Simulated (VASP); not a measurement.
# InP (F-43m) in VASP: a series of runs

The runs below take InP through single point, with PBE.

Everything below comes from runs of VASP 6.6.1. Logs are shortened: lines on timing, memory, paths and dates and some standing lists are left out, and cuts for length are marked.

### 1 The structure

The structure is cubic, space group F-43m (No. 216). Conventional cell: a = 5.861 Å, b = 5.861 Å, c = 5.861 Å, α = 90.00°, β = 90.00°, γ = 90.00°. Around In (site symmetry -43m) lie 4 P at 2.54 Å. P (site symmetry -43m) is surrounded by 4 In at 2.54 Å.

### 2 Single point, PBE

The input, INCAR:

```
PREC = Accurate ; ENCUT = 800
EDIFF = 1E-4 ; ISMEAR = 0
SIGMA = 0.05 ; LREAL = False
LASPH = True ; NELM = 100
ALGO = Normal ; ISIF = 2
LWAVE = False ; LCHARG = False
GGA = PE ; NBANDS = 16
ADDGRID = False
```

The input, KPOINTS:

```
regular mesh
0
Gamma
  6 6 6
```

The input, POSCAR:

```
InP
1.0
    0.0000000000      2.9305000000      2.9305000000
    2.9305000000      0.0000000000      2.9305000000
    2.9305000000      2.9305000000      0.0000000000
In P
1 1
Direct
    0.0000000000      0.0000000000      0.0000000000
    0.7500000000      0.7500000000      0.7500000000
```

Potentials or basis: VASP PAW PBE potentials, release 64 (In_d, P_h).

Launch:

```
cat potpaw_PBE.64/In_d/POTCAR potpaw_PBE.64/P_h/POTCAR > POTCAR
mpirun -np 1 vasp_std > vasp.out
```

OUTCAR:

```text
PREC = Accurate
   ENCUT = 800
   EDIFF = 1E-4
   ISMEAR = 0
   LREAL = False
   LASPH = True
   NELM = 100
   ISIF = 2
   GGA = PE

 Found     16 irreducible k-points:

 Following reciprocal coordinates:
            Coordinates               Weight
  0.000000  0.000000  0.000000      1.000000
  0.166667  0.000000  0.000000      8.000000
  0.333333  0.000000  0.000000      8.000000
  0.500000  0.000000  0.000000      4.000000
  0.166667  0.166667  0.000000      6.000000
  0.333333  0.166667  0.000000     24.000000
   k-points           NKPTS =     16   k-points in BZ     NKDIM =     16   number of bands    NBANDS=     16
   number of dos      NEDOS =    301   number of ions     NIONS =      2
   total plane-waves  NPLWV =  64000
   dimension x,y,z NGX =    40 NGY =   40 NGZ =   40
   dimension x,y,z NGXF=    80 NGYF=   80 NGZF=   80
   ions per type =               1   1
   NGX,Y,Z   is equivalent  to a cutoff of  16.05, 16.05, 16.05 a.u.
   NGXF,Y,Z  is equivalent  to a cutoff of  32.09, 32.09, 32.09 a.u.
 SYSTEM =  unknown system
   PREC   = accura    normal or accurate (medium, high low for compatibility)
   ISTART =      0    job   : 0-new  1-cont  2-samecut
   ICHARG =      2    charge: 1-file 2-atom 10-const
   ISPIN  =      1    spin polarized calculation?
   LNONCOLLINEAR =      F non collinear calculations
   LSORBIT =      F    spin-orbit coupling
   LASPH  =      T    aspherical Exc in radial PAW
   ENCUT  =  800.0 eV  58.80 Ry    7.67 a.u.   9.56  9.56  9.56*2*pi/ulx,y,z
   NELM   =    100;   NELMIN=  2; NELMDL= -5     # of ELM steps
   EDIFF  = 0.1E-03   stopping-criterion for ELM
   LREAL  =      F    real-space projection
   EDIFFG = 0.1E-02   stopping-criterion for IOM
   NSW    =      0    number of steps for IOM
   IBRION =     -1    ionic relax: 0-MD 1-quasi-New 2-CG
   NFREE  =      0    steps in history (QN), initial steepest desc. (CG)
   ISIF   =      2    stress and relaxation
   ISYM   =      2    0-nonsym 1-usesym 2-fastsym
   POTIM  = 0.5000    time-step for ionic-motion
   TEBEG  =    0.0;   TEEND  =   0.0 temperature during run
   PSTRESS=    0.0 pullay stress
   NELECT =      18.0000    total number of electrons
   NUPDOWN=      -1.0000    fix difference up-down
   EMIN   =  10.00;   EMAX   =-10.00  energy-range for DOS
   EFERMI =   0.00;   METHOD = LEGACY
   ISMEAR =     0;   SIGMA  =   0.05  broadening in eV -4-tet -1-fermi 0-gaus
   EFERMI_NEDOS =   21; number of points for ismear=-14 and -15
   IALGO  =     38    algorithm
   IMIX   =      4    mixing-type and parameters
     AMIX     =   0.40;   BMIX     =  1.00
     AMIX_MAG =   1.60;   BMIX_MAG =  1.00
  volume/ion in A,a.u.               =      25.17       169.83
  Fermi-wavevector in a.u.,A,eV,Ry     =   1.162021  2.195901 18.371846  1.350293
  Thomas-Fermi vector in A             =   2.298587
   LORBIT       =      0    0 simple, 1 ext, 2 COOP (PROOUT), +10 PAW based schemes
   GGA     = PE    functional components
   LHFCALC =     F    Hartree Fock is set to
   AEXX    =    0.0000 exact exchange contribution
   IVDW    =     0    specifies the selected vdW correction
   LEPSILON=     F    determine dielectric tensor
   LRPA    =     F    only Hartree local field effects (RPA)
 non-spin polarized calculation
 Gauss-broadening in eV      SIGMA  =   0.05
  energy-cutoff  :      800.00
  volume of cell :       50.33
 maximum number of plane-waves:      2637
 NGX is ok and might be reduce to    40
   NGX = 19   NGY = 19   NGZ = 19

 number of electron      18.0000001 magnetization

 Free energy of the ion-electron system (eV)
  ---------------------------------------------------
  ext. energy  EPLUGINS =         0.00000000
  ---------------------------------------------------
  free energy    TOTEN  =        -8.37173292 eV

  energy without entropy =       -8.37173292  energy(sigma->0) =       -8.37173292

 E-fermi :   5.6212     XC(G=0):  -9.3183

 val. band max:        5.4012557119   @ k =   0.0000   0.0000   0.0000
 cond. band min:       6.1121401480   @ k =   0.0000   0.0000   0.0000
 fundamental gap:      0.7108844360
 Fermi energy:         5.6211841252

 k-point     1 :       0.0000    0.0000    0.0000
  band No.  band energies     occupation
      1      -8.7902      2.00000
      2      -8.7902      2.00000
      3      -8.7902      2.00000
      4      -8.6383      2.00000
      5      -8.6383      2.00000
      6      -6.1166      2.00000
[... 8 lines left out ...]
     15      14.8275      0.00000
     16      14.8275      0.00000

 k-point     2 :       0.1667    0.0000    0.0000
  band No.  band energies     occupation
      1      -8.8221      2.00000
      2      -8.7777      2.00000
      3      -8.7777      2.00000
      4      -8.6378      2.00000
      5      -8.6378      2.00000
      6      -5.8033      2.00000
[... 8 lines left out ...]
     15      14.0070      0.00000
     16      14.8899      0.00000

 k-point     3 :       0.3333    0.0000    0.0000
  band No.  band energies     occupation
      1      -8.8813      2.00000
      2      -8.7579      2.00000
      3      -8.7579      2.00000
      4      -8.6314      2.00000
      5      -8.6314      2.00000
      6      -4.9947      2.00000
[... 8 lines left out ...]
     15      14.4860      0.00000
     16      14.4860      0.00000

 k-point     4 :       0.5000    0.0000    0.0000
  band No.  band energies     occupation
      1      -8.9090      2.00000
      2      -8.7513      2.00000
      3      -8.7513      2.00000
      4      -8.6247      2.00000
      5      -8.6247      2.00000
      6      -4.3918      2.00000
[... 8 lines left out ...]
     15      16.0171      0.00000
     16      16.0171      0.00000

 k-point     5 :       0.1667    0.1667    0.0000
  band No.  band energies     occupation
      1      -8.8446      2.00000
      2      -8.7649      2.00000
      3      -8.7649      2.00000
      4      -8.6491      2.00000
      5      -8.6295      2.00000
      6      -5.7005      2.00000
[... 8 lines left out ...]
     15      15.0730      0.00000
     16      15.9195      0.00000

 k-point     6 :       0.3333    0.1667    0.0000
  band No.  band energies     occupation
      1      -8.8908      2.00000
      2      -8.7472      2.00000
      3      -8.7420      2.00000
      4      -8.6538      2.00000
      5      -8.6219      2.00000
      6      -5.0491      2.00000
[... 8 lines left out ...]
     15      15.3421      0.00000
     16      16.1674      0.00000

 [... further k-points ...]

------------------------ aborting loop because EDIFF is reached ----------------------------------------

  FORCE on cell =-STRESS in cart. coord.  units (eV):
  Direction    XX          YY          ZZ          XY          YZ          ZX
  --------------------------------------------------------------------------------------
  -------------------------------------------------------------------------------------
  Total        1.0471773      1.0471773      1.0471773      0.0000000      0.0000000     -0.0000000
  in kB       33.3330951     33.3330951     33.3330951      0.0000000      0.0000000     -0.0000000
  external PRESSURE =      33.3330951 kB  Pullay stress =       0.0000000 kB

 VOLUME and BASIS-vectors are now :
 -----------------------------------------------------------------------------
  energy-cutoff  :      800.00
  volume of cell :       50.33
      direct lattice vectors                 reciprocal lattice vectors
     0.000000000  2.930500000  2.930500000    -0.170619348  0.170619348  0.170619348
     2.930500000  0.000000000  2.930500000     0.170619348 -0.170619348  0.170619348
     2.930500000  2.930500000  0.000000000     0.170619348  0.170619348 -0.170619348

 POSITION                                       TOTAL-FORCE (eV/Angst)
 -----------------------------------------------------------------------------------
      0.00000      0.00000      0.00000        -0.000000     -0.000000     -0.000000
      4.39575      4.39575      4.39575         0.000000      0.000000      0.000000
 -----------------------------------------------------------------------------------
    total drift:                                0.000000      0.000000     -0.000000

  FREE ENERGIE OF THE ION-ELECTRON SYSTEM (eV)
  ---------------------------------------------------
  free  energy   TOTEN  =        -8.3717329229 eV

  energy  without entropy=       -8.3717329229  energy(sigma->0) =       -8.37173292
```

OSZICAR:

```text
N       E                     dE             d eps       ncg     rms          rms(c)
DAV:   1     0.127299240424E+03    0.12730E+03   -0.10751E+04   512   0.165E+03
DAV:   2    -0.102488449847E+01   -0.12832E+03   -0.12181E+03   568   0.357E+02
DAV:   3    -0.856388663374E+01   -0.75390E+01   -0.75032E+01   640   0.797E+01
DAV:   4    -0.878192626596E+01   -0.21804E+00   -0.21795E+00   648   0.139E+01
DAV:   5    -0.879436320348E+01   -0.12437E-01   -0.12437E-01   808   0.302E+00    0.507E+00
DAV:   6    -0.839846120556E+01    0.39590E+00   -0.61061E-01   768   0.130E+01    0.274E+00
DAV:   7    -0.837053316794E+01    0.27928E-01   -0.18620E-01   744   0.332E+00    0.861E-01
DAV:   8    -0.837087530708E+01   -0.34214E-03   -0.17635E-02   632   0.161E+00    0.245E-01
DAV:   9    -0.837146709634E+01   -0.59179E-03   -0.16650E-03   728   0.606E-01    0.143E-01
DAV:  10    -0.837169483066E+01   -0.22773E-03   -0.34218E-04   568   0.131E-01    0.632E-02
DAV:  11    -0.837173292289E+01   -0.38092E-04   -0.80311E-05   504   0.837E-02
   1 F= -.83717329E+01 E0= -.83717329E+01  d E =-.155090E-11
```

stdout:

```text
POSCAR found type information on POSCAR InP
 POSCAR found :  2 types and       2 ions
 scaLAPACK will be used
 LDA part: xc-table for (Slater+PW92), standard interpolation
 POSCAR, INCAR and KPOINTS ok, starting setup
 FFT: planning ... GRIDC
 FFT: planning ... GRID_SOFT
 FFT: planning ... GRID
 WAVECAR not read
 entering main loop
```

Run time: 14 s. Hardware: 1 thread of Intel Xeon Platinum 8488C (Sapphire Rapids), shared host; peak memory 0.24 GiB.

The run converged, but some of its settings lie outside the range that counts as converged, so its numbers aren't taken as properties of the crystal.

Results:

| Quantity | Value |
| --- | --- |
| Free energy | -8.3717 eV |
| Pressure | 3.3 GPa |
| Band gap on the k mesh | 0.71 eV, direct |

Caveat: spin-orbit coupling is left out, which moves the levels of the heavy elements.

### 3 Single point, PBE

INCAR: that of step 2 with these lines changed.

```diff
@@ -1,3 +1,3 @@
 PREC = Accurate ; ENCUT = 800
-EDIFF = 1E-4 ; ISMEAR = 0
+EDIFF = 1E-5 ; ISMEAR = 0
 SIGMA = 0.05 ; LREAL = False
```

KPOINTS is that of step 2.

POSCAR is that of step 2.

Potentials or basis: VASP PAW PBE potentials, release 64 (In_d, P_h).

Launch:

```
cat potpaw_PBE.64/In_d/POTCAR potpaw_PBE.64/P_h/POTCAR > POTCAR
mpirun -np 1 vasp_std > vasp.out
```

Wall time 14 s (1 thread of Intel Xeon Platinum 8488C (Sapphire Rapids), shared host); peak memory 0.24 GiB.

The run converged, but some of its settings lie outside the range that counts as converged, so its numbers aren't taken as properties of the crystal.

What came out:

```
Free energy            : -8.3717 eV
Pressure               : 3.3 GPa
Band gap on the k mesh : 0.71 eV, direct
```

Caveat: spin-orbit coupling is left out, which moves the levels of the heavy elements.

### 4 Single point, PBE

INCAR: that of step 3 with these lines changed.

```diff
@@ -1,3 +1,3 @@
 PREC = Accurate ; ENCUT = 800
-EDIFF = 1E-5 ; ISMEAR = 0
+EDIFF = 1E-6 ; ISMEAR = 0
 SIGMA = 0.05 ; LREAL = False
```

KPOINTS is that of step 3.

POSCAR is that of step 3.

Launch:

```
cat potpaw_PBE.64/In_d/POTCAR potpaw_PBE.64/P_h/POTCAR > POTCAR
mpirun -np 1 vasp_std > vasp.out
```

Run time: 16 s. Hardware: 1 thread of Intel Xeon Platinum 8488C (Sapphire Rapids), shared host; peak memory 0.24 GiB.

These settings aren't checked as converged: the numbers below hold their error.

What came out:

```
Free energy            : -8.3717 eV
Pressure               : 3.3 GPa
Band gap on the k mesh : 0.71 eV, direct
```

Caveat: spin-orbit coupling is left out, which moves the levels of the heavy elements.

### 5 Single point, PBE

The input, INCAR:

```
PREC = Accurate ; ENCUT = 800
EDIFF = 1E-7 ; ISMEAR = 0
SIGMA = 0.05 ; LREAL = False
LASPH = True ; NELM = 100
ALGO = Normal ; ISIF = 2
LWAVE = False ; LCHARG = False
GGA = PE ; NBANDS = 16
ADDGRID = True
```

KPOINTS is that of step 4.

POSCAR is that of step 4.

Launch:

```
cat potpaw_PBE.64/In_d/POTCAR potpaw_PBE.64/P_h/POTCAR > POTCAR
mpirun -np 1 vasp_std > vasp.out
```

Wall time 28 s (1 thread of Intel Xeon Platinum 8488C (Sapphire Rapids), shared host); peak memory 0.41 GiB.

These settings aren't checked as converged: the numbers below hold their error.

Results:

| Item | Value |
| --- | --- |
| Free energy | -8.3717 eV |
| Pressure | 3.3 GPa |
| Band gap on the k mesh | 0.71 eV, direct |

Caveat: spin-orbit coupling is left out, which moves the levels of the heavy elements.
